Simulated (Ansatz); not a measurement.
# TiO₂, one structure, two calculations

Cell: a COD entry (perhaps calculated rather than measured) whose atoms were relaxed with PBE, the cell held.

```cif
data_TiO2
_symmetry_space_group_name_H-M 'P3_121'
_symmetry_Int_Tables_number 152
_cell_length_a 5.2910
_cell_length_b 5.2910
_cell_length_c 6.1330
_cell_angle_alpha 90.000
_cell_angle_beta 90.000
_cell_angle_gamma 120.000
loop_
_atom_site_label
_atom_site_type_symbol
_atom_site_symmetry_multiplicity
_atom_site_Wyckoff_symbol
_atom_site_fract_x
_atom_site_fract_y
_atom_site_fract_z
Ti Ti 3 a 0.4532 0.0000 0.3333
O O 6 c 0.4080 0.2957 0.2300
```

One atom of each set is listed.

First run. All values are calculated (Ansatz; DFT, PBE, plane waves and PAW, scalar-relativistic, 420 eV cutoff, Γ-centred 6×6×5 k-points, Fermi–Dirac smearing 0.01 eV), not measured.

```
site  V_zz (10²¹ V/m²)     η
  Ti             -2.35  0.06
   O              1.56  0.19
```

Second run. The same atoms and settings, except that the functional is r2SCAN and the cutoff is 500 eV.

(1) Given the first result, estimate the second.

## Answers

(1) 

| site | V_zz | η | change of V_zz |
| --- | --- | --- | --- |
| Ti | -2.31 | 0.07 | +0.04 |
| O | 1.62 | 0.21 | +0.06 |

The largest change of V_zz is on O, from 1.56 to 1.62. In per cent, |V_zz| changes by -2 on Ti, +4 on O (all sites that start above 0.5).
